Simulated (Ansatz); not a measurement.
Input and command of a plane-wave DFT calculation in Ansatz:

```yaml
crystal:
  lattice:
    - [3.91685, 0.0, 0.0]
    - [0.0, 3.91685, 0.0]
    - [0.0, 0.0, 4.019925]
  atoms:
    - { symbol: Cs, position: [0.0, 0.0, 0.0] }
    - { symbol: Cl, position: [0.5, 0.5, 0.5] }
basis:
  ecutwfc: 420
kpoints:
  mp_grid: { grid: [6, 6, 6] }
hamiltonian:
  xc: pbe
scf:
  occupations: { method: gaussian, width: 0.05 }
output:
  forces: true
  stress: true
  eigenvalues: true
```

```bash
ansatz run input.yaml --threads 1 --pin off --max-ram 2560MiB --backend cpu --events-out ev --progress --plain --runs-dir out
```

Processor: Arm Neoverse V1, 1 thread, on a host shared with other jobs.

Problem. Estimate time, memory and problem size.

Solution. About 2.2 s on 1 thread of Arm Neoverse V1 (shared host), peak memory 0.32 GiB. It solves 12 bands at 40 k points (the mesh reduced by symmetry) with about 1221 plane waves, in 6 SCF iterations.
